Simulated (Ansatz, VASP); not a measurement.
## Two plane-wave programs on W

```xyz
1
Lattice="-1.4698 1.5441 1.5441 1.5441 -1.4698 1.5441 1.5441 1.5441 -1.4698" Properties=species:S:1:pos:R:3 pbc="T T T"
W     0.0000    0.0000    0.0000
```

Change from the starting cell: equal engineering shear yz, xz and xy +0.0467, equal normal strain along x, y and z -0.0300.

Alike in both runs: task single point; functional PBE; k mesh 20 × 20 × 20; occupations gaussian, width 0.15 eV; no spin polarisation.

|  | VASP | Ansatz |
| --- | --- | --- |
| version | VASP 6.6.1 | Ansatz 0.2.0 |
| potentials or method | VASP PAW PBE potentials, release 64 (W_sv) | scalar-relativistic, plane waves, PAW |
| plane-wave cutoff (eV) | 520 | 420 |
| valence electrons in the cell | 14 | 14 |

VASP gave:

- gap on the k mesh at the Fermi level (eV): none
- pressure (GPa): 36.5
- largest component of the traceless stress (GPa): 8.10

Task: Estimate Ansatz's values.

Result: gap on the k mesh at the Fermi level (eV): none; pressure (GPa): 35.5; largest component of the traceless stress (GPa): 7.98.

A gap of «none» marks a metal or a gap that the smearing closes. With one functional, cell and mesh, what is left measures potentials, basis and numerics.

Caveats: so large a pressure means that the cell lies far from this level's equilibrium, or that cutoff or potentials fall short (VASP). Spin-orbit coupling is left out, which matters for the levels of W.
